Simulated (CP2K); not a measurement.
Crystal: MgO.

```xyz
2
Lattice="2.9656 0.0000 0.0000 1.4828 2.5683 0.0000 1.4828 0.8561 2.4214" Properties=species:S:1:pos:R:3 pbc="T T T"
Mg    0.0000    0.0000    0.0000
O     2.9656    1.7122    1.2107
```

The cell is a database's computed one.

Base run:

| Item | Value |
| --- | --- |
| Program | CP2K 2026.2 |
| Functional | PBEsol |
| Potentials or basis | POTENTIAL_UZH Mg GTH-PBE-q10, O GTH-PBE-q6; TZVP-MOLOPT-PBE-GTH basis |
| Density cutoff | 19048 eV |
| k mesh | 11 × 11 × 11 |
| Occupations | fermi-dirac, width 0.01 eV |
| Spin | no spin polarisation |

Its results: band gap on the k mesh 4.68 eV, direct; pressure 7.0 GPa.

Problem. The run is repeated on the same cell with these changes: functional from PBEsol to PBE; occupations from fermi-dirac, width 0.01 eV to fermi-dirac, width 0.05 eV. What comes out?

Solution. Band gap on the k mesh 4.82 eV, direct; pressure 10.9 GPa.

Caveats: the basis of atomic orbitals isn't converged, which shifts pressures, moduli and gaps; the potentials were made for another functional, which shifts forces and pressure (some runs).
